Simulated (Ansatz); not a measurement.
**Convergence notes, G0W0 on RbBr (zincblende)**

RbBr in the zincblende structure, relaxed with r2SCAN; one-shot G0W0 in Ansatz without spin-orbit coupling. These are computed values for a spin-unpolarised cell that may be hypothetical; none is a measurement.

Space group F-43m (No. 216). a = 7.739 Å, b = 7.739 Å, c = 7.739 Å, α = 90.00°, β = 90.00°, γ = 90.00°

| atom | site | symmetry | x | y | z |
| --- | --- | --- | --- | --- | --- |
| Rb | 4a | -43m | 0.0000 | 0.0000 | 0.0000 |
| Br | 4d | -43m | 0.2500 | 0.2500 | 0.7500 |

Gaps are read over the mesh points alone. G0W0 here is at a finite number of bands, screening cutoff and k mesh, not at the basis limit.
```tsv
start	potentials	frequency model	mesh	empty bands	screening cutoff (eV)	Kohn-Sham gap (eV)	G0W0 gap (eV)
PBE	PAW	contour deformation	4×4×4	263	100	4.07	6.75
PBE	PAW	contour deformation	4×4×4	635	180	4.07	6.92
HSE06	PAW	contour deformation	4×4×4	635	180	5.17	7.46
r2SCAN	PAW	contour deformation	4×4×4	635	180	4.65	7.22
PBE0	PAW	contour deformation	4×4×4	635	180	5.90	7.69
PBE	PAW	Godby-Needs pole	4×4×4	635	180	4.07	6.90
PBE	PAW	contour deformation	6×6×6	188	80	4.07	6.67
PBE	norm-conserving	contour deformation	4×4×4	635	180	4.07	6.87
```

G0W0 moves the gap on the mesh from 4.07 eV (PBE) to 6.92 eV (X to Γ). Renormalisation factors Z lie between 0.80 and 0.88.

Raising bands and cutoff together moves the gap by +0.17 eV (100 to 180 eV); the last step is still large, so the basis limit isn't reached. Starting from HSE06 (5.17 eV against PBE's 4.07 eV) gives 7.46 eV, +0.54 eV from G0W0@PBE at the same screening cutoff. Starting from r2SCAN (4.65 eV against PBE's 4.07 eV) gives 7.22 eV, +0.30 eV from G0W0@PBE at the same screening cutoff. Starting from PBE0 (5.90 eV against PBE's 4.07 eV) gives 7.69 eV, +0.77 eV from G0W0@PBE at the same screening cutoff. The Godby-Needs plasmon pole differs from contour deformation by -0.02 eV. Norm-conserving potentials (wave cutoff 630 eV against 420 eV) shift the quasiparticle gap by -0.05 eV and the PBE gap by 0.00 eV. r2SCAN runs take a wave cutoff of 500 eV.
